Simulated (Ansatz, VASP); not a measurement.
**One calculation of CdSe, two programs**

```
Cd Se
1.0
     0.00000    3.04966    3.04966
     3.04966    0.00000    3.04966
     3.04966    3.04966    0.00000
Cd Se
1 1
Direct
  0.00000 0.00000 0.00000
  0.25000 0.25000 0.25000
```

Change from the starting cell: volume scaled by 0.98.

Alike in both runs: task single point; functional r2SCAN; k mesh 8 × 8 × 8; occupations fermi-dirac, width 0.05 eV; no spin polarisation.

```csv
,VASP,Ansatz
version,VASP 6.6.1,Ansatz 0.2.0
potentials or method,"VASP PAW PBE potentials, release 64 (Cd, Se)",Ansatz PAW
plane-wave cutoff (eV),520,500
valence electrons in the cell,18,36
```

```tsv
	VASP	Ansatz	Ansatz less VASP
gap on the k mesh at the Fermi level (eV)	1.07	1.08	+0.009
least direct gap on the mesh (eV)	1.07	1.08	+0.009
pressure (GPa)	1.2	0.9	-0.26
```

With one functional, cell and mesh, what is left measures potentials, basis and numerics. The two sets of potentials don't hold the same shells in valence.

Caveats: the PAW data sets were made with another functional, which shifts forces and pressure a little (VASP); the PAW data sets come from PBE, with cores solved anew for the run's functional, which leaves a small shift of forces and pressure (Ansatz).
